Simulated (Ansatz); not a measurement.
**Ir: equation of state with PBE**

Crystal: Ir.

```xyz
1
Lattice="0.0000 1.9156 1.9156 1.9156 0.0000 1.9156 1.9156 1.9156 0.0000" Properties=species:S:1:pos:R:3 pbc="T T T"
Ir    0.0000    0.0000    0.0000
```

* Program: Ansatz 0.2.0
* Task: equation of state
* Functional: PBE
* Potentials or basis: JTH PAW
* Cutoff: 720 eV
* Density cutoff: 2880 eV
* k mesh: 12 × 12 × 12
* Occupations: fermi-dirac, width 0.05 eV
* Spin: no spin polarisation

```yaml
Equilibrium_volume: 14.47 Å³/atom
Bulk_modulus: 353 GPa
Pressure_derivative_of_the_bulk_modulus: 5.1
```

Energy against volume, from the lowest point:
```csv
volume (Å³/atom),energy (meV/atom)
13.215,143.12
13.496,82.07
13.778,39.18
14.059,12.42
14.340,0.00
14.621,0.31
14.902,11.92
```

All runs of the series together: 5.8 s on 2 threads of Arm Neoverse V2, on a shared host.

The run has no spin-orbit coupling, so splittings on Ir are missing. PBE usually gives volumes a little too large and moduli too small.
